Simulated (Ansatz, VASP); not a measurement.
## Si: VASP beside Ansatz

```
CELL_PARAMETERS angstrom
0.00000 2.67931 2.67931
2.67931 0.00000 2.67931
2.67931 2.67931 0.00000
ATOMIC_POSITIONS crystal
Si 0.00000 0.00000 0.00000
Si 0.25000 0.25000 0.25000
```

Alike in both runs: task single point; functional PBE; k mesh 6 × 6 × 6; no spin polarisation.

|  | VASP | Ansatz |
| --- | --- | --- |
| version | VASP 6.6.1 | Ansatz 0.2.0 |
| potentials or method | VASP PAW PBE potentials, release 64 (Si) | plane waves, PAW |
| plane-wave cutoff (eV) | 520 | 420 |
| occupations | gaussian, width 0.01 eV | fixed |
| valence electrons in the cell | 8 | 8 |

|  | VASP | Ansatz | Ansatz less VASP |
| --- | --- | --- | --- |
| gap on the k mesh at the Fermi level (eV) | 0.62 | 0.62 | -0.002 |
| pressure (GPa) | 6.3 | 6.4 | +0.08 |

A k mesh can miss the band edges. A hybrid or GW would open this gap; PBE tends to underestimate it.
